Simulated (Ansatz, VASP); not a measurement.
**Al in VASP and in Ansatz**

```xyz
1
Lattice="0.0000 2.0186 2.0186 2.0186 0.0000 2.0186 2.0186 2.0186 0.0000" Properties=species:S:1:pos:R:3 pbc="T T T"
Al    0.0000    0.0000    0.0000
```

Alike in both runs: functional PBE; k mesh 14 × 14 × 14; occupations fermi-dirac, width 0.05 eV; no spin polarisation.

Ansatz relaxed the structure, and its values are those at the end. VASP's run is a single point on that final structure, the one shown.

|  | VASP | Ansatz |
| --- | --- | --- |
| version | VASP 6.6.1 | Ansatz 0.2.0 |
| potentials or method | VASP PAW PBE potentials, release 64 (Al), cutoff 520 eV | all-electron LAPW, scalar-relativistic |

|  | VASP | Ansatz | Ansatz less VASP |
| --- | --- | --- | --- |
| pressure (GPa) | 0.0 | 0.0 | +0.03 |

Ansatz ran all-electron here, so the differences hold the error of VASP's frozen core and of both bases.
